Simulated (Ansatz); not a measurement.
# A film clamped to a substrate in CoSi

Method: DFT PBEsol, scalar-relativistic, plane waves, PAW (Ansatz). Settings: plane waves to 420 eV, k-mesh 10×10×10 (Γ-centred), Gaussian smearing 0.15 eV. No spin polarisation. A magnetic state may lie lower. Energies are free energies at this smearing, counted from the undisturbed cell; pressure is positive in compression.

The undisturbed cell (relaxed at this level):

```yaml
crystal:
  lattice:
    - [4.38583, 0.00000, 0.00000]
    - [0.00000, 4.38583, 0.00000]
    - [0.00000, 0.00000, 4.38583]
  atoms:
    - { symbol: Co, position: [0.14564, 0.14564, 0.14564] }
    - { symbol: Co, position: [0.35436, 0.85436, 0.64564] }
    - { symbol: Co, position: [0.64564, 0.35436, 0.85436] }
    - { symbol: Co, position: [0.85436, 0.64564, 0.35436] }
    - { symbol: Si, position: [0.84333, 0.84333, 0.84333] }
    - { symbol: Si, position: [0.65667, 0.15667, 0.34333] }
    - { symbol: Si, position: [0.34333, 0.65667, 0.15667] }
    - { symbol: Si, position: [0.15667, 0.34333, 0.65667] }
```

The cell (8 atoms, V0 = 84.36 Å³) is strained by p along both x and y and by q along z, fractional coordinates fixed. τp = (1/V0) ∂E/∂p = (σxx + σyy)(1 + p)(1 + q) and τq = (1/V0) ∂E/∂q = σzz(1 + p)², with tension positive.

```csv
p,q,ΔE (meV/atom),τp (GPa),τq (GPa)
0.000,0.000,0.00,0.03,0.01
-0.030,0.000,37.55,-39.94,-10.53
0.030,0.000,31.07,29.96,9.03
0.000,-0.030,13.45,-10.22,-14.30
0.000,0.030,11.19,9.30,10.79
```

**Question.** Get the second derivatives of the energy density.

**Answer.** Central differences give A = ∂τp/∂p = 1165 GPa (C11 + C22 + 2 C12), C = ∂τq/∂q = 418 GPa (C33) and the cross term B = ∂τq/∂p = 326 GPa (C13 + C23); ∂τp/∂q = 325 GPa must equal B, and any difference shows higher-order terms. Steps this large leave an error of some per cent of A or C in all of these, which can swamp a small B. The ions are clamped. In a cubic crystal C11 = C = 418, C12 = B/2 = 163 GPa and A should be 2(C11 + C12) = 1162 GPa; the bulk modulus is (C11 + 2 C12)/3 = 248 GPa.

**Question.** A film of this crystal grows with z along the normal on a substrate that imposes p. How does its thickness respond, and what does the misfit cost?

**Answer.** Count p and q from the stress-free cell. A free surface needs τq = 0, so q = −(B/C) p = -0.78 p. The energy density left is (A − B²/C) p²/2 = M p², with the biaxial modulus M = 455 GPa; a misfit of 1 % costs 3.00 meV/atom, against 3.83 meV/atom if the thickness were held.

Forces appear on the atoms along this scan, and letting them relax would lower the energy and soften the response. In a metal these slopes depend on the k mesh and the smearing.

Letting the thickness respond recovers only a modest part of the misfit energy, 3.00 against 3.83 meV/atom for 1 % misfit. The reason is the weak coupling between axes: C12 (163 GPa) is well below C11 (418 GPa), so the film thins under in-plane tension by far less than volume conservation would require. Such stiffness fits the strong hybridisation of Co 3d with Si 3p states, which resists changes in the Co–Si bond lengths.

Compression costs more than equal extension for both strains, as expected when short-range repulsion steepens faster than bonding weakens. A film under compressive misfit should therefore store more energy than the symmetric harmonic estimate suggests, and one under tension less. The relaxed lattice parameter, 4.38583 Å, is shorter than experiment, a common result of PBEsol overbinding in 3d compounds, and this probably stiffens the constants further. Without C44, the results don't carry over to films of other orientations.
